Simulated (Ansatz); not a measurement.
**Sb: a bulk modulus from differences**

The cell was found from a structure generator's guess, not taken from experiment.

These are results of Ansatz, DFT PBE, scalar-relativistic, plane waves, PAW, not measurements. Cutoff 420 eV, Γ-centred 18×18×18 mesh (2-atom cell), Gaussian smearing of 0.10 eV, no spin polarisation.

Space group R-3m:H (No. 166). a = 4.374 Å, b = 4.374 Å, c = 11.540 Å, α = 90.00°, β = 90.00°, γ = 120.00°
```tsv
atom	site	symmetry	x	y	z
Sb	6c	3m	0.3333	0.6667	0.8994
```

The cell was set to several volumes, with shape and atoms relaxed at each where symmetry leaves them free. Pressure is positive in compression, and energies count from the lowest row. No row has a gap on its mesh.

```tsv
row	V (Å³/atom)	P (GPa)	ΔE (meV/atom)
1	28.048	5.91	60.7
2	29.004	3.92	31.4
3	29.960	?	?
4	30.917	1.04	3.0
5	31.873	0.00	0.0
6	32.829	-0.76	2.4
7	33.785	-1.32	8.8
8	35.060	-1.75	21.4
```

**Question.** Find B = −V·ΔP/ΔV from rows 4 and 6 and from rows 1 and 2, and from the two its slope B′ and its value B0 at zero pressure.

**Answer.** Rows 4 and 6 give −(30.917 + 32.829)/2 × (-0.76 − (1.04))/(32.829 − 30.917) = 30.0 GPa at a mean pressure of 0.14 GPa. Rows 1 and 2 give −(28.048 + 29.004)/2 × (3.92 − (5.91))/(29.004 − 28.048) = 59.4 GPa at a mean pressure of 4.92 GPa. So B′ = (59.4 − 30.0)/(4.92 − (0.14)) = 6.15 and B0 = 30.0 − 6.15 × (0.14) = 29.1 GPa. A third-order Birch–Murnaghan fit to all the energies gives B0 = 28.9 GPa and B′ = 7.8.

**Question.** Estimate the pressure and energy of row 3.

**Answer.** From row 5, V0 = 31.873 × (1 + (0.00)/29.1) = 31.873 Å³/atom. Murnaghan's form P = (B0/B′)·[(V0/V)^B′ − 1] gives (29.1/6.15) × [(31.873/29.960)^6.15 − 1] = 2.19 GPa; the computed pressure is 2.32 GPa, so the estimate is off by -0.13 GPa. The work of compression from row 4, with the mean of the two pressures, gives ΔE = 3.0 + (2.19 + 1.04)/2 × (30.917 − 29.960)/160.2 × 1000 = 12.6 meV/atom (1 eV/Å³ = 160.2 GPa); the computed value is 12.9 meV/atom.

Spin–orbit coupling, which can matter for Sb, is left out. The zero gap may come from the functional, which often closes small gaps, or the cell may be a true semimetal. All volumes keep the k mesh of the relaxed cell. This cell was reached by moving the atoms of another relaxed cell at random and relaxing again, last within the group found; it had no such test of its own.
